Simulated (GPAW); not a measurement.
# Si: equation of state with OLYP+D4

The system is Si.

```
Si
1.0
     0.00000    2.72185    2.72185
     2.72185    0.00000    2.72185
     2.72185    2.72185    0.00000
Si
2
Cartesian
  0.0000 0.0000 0.0000
  1.3609 1.3609 1.3609
```

| Item | Value |
| --- | --- |
| Program | GPAW 26.7.0 |
| Task | equation of state |
| Functional | OLYP |
| Dispersion | D4 |
| Potentials or basis | PAW data sets generated in the run's folder for this functional |
| Cutoff | 600 eV |
| Basis | pw |
| k mesh | 8 × 8 × 8 |
| Occupations | fermi-dirac, width 0.05 eV |
| Spin | no spin polarisation |

- Equilibrium volume: 19.07 Å³/atom
- Bulk modulus: 106 GPa
- Pressure derivative of the bulk modulus: 5.6 (rough: it moves with the points fitted)

Energy against volume, from the lowest point:
| volume (Å³/atom) | energy (meV/atom) |
| --- | --- |
| 18.955 | 0.00 |
| 19.358 | 1.27 |
| 19.761 | 7.58 |
| 20.165 | 18.37 |
| 20.568 | 33.07 |
| 20.971 | 51.15 |
| 21.375 | 72.04 |

Wall time 70 s on 1 thread of Arm Neoverse V1, on a shared host, peak memory 0.23 GiB.
